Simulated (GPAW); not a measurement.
Set up this calculation in GPAW 26.7.0, as an ASE script.

* Task: single point
* Functional: LDA
* Potentials or basis: the program's PAW data sets (release 1.2.1) made for this functional
* Cutoff: 800 eV
* Basis: pw
* k mesh: 9 × 9 × 9
* Occupations: fermi-dirac, width 0.05 eV
* Spin: collinear spin, ferromagnetic start
* Starting moments: [1.0] μB
* Hubbard terms: Yb f U = 5 eV
* Maxiter: 150

Crystal: Yb.

```xyz
1
Lattice="-2.1515 2.1515 2.1515 2.1515 -2.1515 2.1515 2.1515 2.1515 -2.1515" Properties=species:S:1:pos:R:3 pbc="T T T"
Yb    0.0000    0.0000    0.0000
```

This isn't the form of Yb at room conditions, which is fcc.

One way to write it, as run:

run.py

```python
from ase import Atoms
from ase.dft.bandgap import bandgap
from ase.io import write
from ase.units import GPa
from gpaw import GPAW, PW

atoms = Atoms(['Yb'],
              cell=[[-2.151483, 2.151483, 2.151483],
                    [2.151483, -2.151483, 2.151483],
                    [2.151483, 2.151483, -2.151483]],
              scaled_positions=[[0.0, 0.0, 0.0]],
              pbc=True)
atoms.set_initial_magnetic_moments([1.0])

calc = GPAW(mode=PW(800),
            xc='LDA',
            kpts={'size': (9, 9, 9), 'gamma': True},
            occupations={'name': 'fermi-dirac', 'width': 0.05},
            setups={'Yb': ':f,5.0'},
            nbands=24,
            convergence={'density': 1e-05, 'energy': 1e-05},
            maxiter=150,
            txt='gpaw.txt')
atoms.calc = calc
energy = atoms.get_potential_energy()
forces = atoms.get_forces()
stress = atoms.get_stress()
calc.write('gs.gpw')
write('result.traj', atoms)
print(f'Energy: {energy:.6f} eV')
print('Forces (eV/A):')
print(forces.round(4))
print('Stress (GPa):', (stress / GPa).round(3))
print('Moments:', calc.get_magnetic_moments().round(3))
print('Fermi level:', round(calc.get_fermi_level(), 4), 'eV')
print(f'Gap: {bandgap(calc)[0]:.4f} eV, direct: {bandgap(calc, direct=True)[0]:.4f} eV')
```

Potentials or basis: the program's PAW data sets (release 1.2.1) made for this functional, pw.

Launch:

```sh
$ OMP_NUM_THREADS=1 python run.py
```

Results of the run:

- Pressure: -2.4 GPa
- Band gap on the k mesh: none (metal or under the smearing width)
- Net moment: 0.00 μB per cell

Caveat: one-centre terms of the f shell are cut off; spin-orbit coupling is left out, which moves the levels of the heavy elements.

Run time: 93 s on 1 thread of Arm Neoverse V1, with other jobs on the host, peak memory 0.24 GiB.
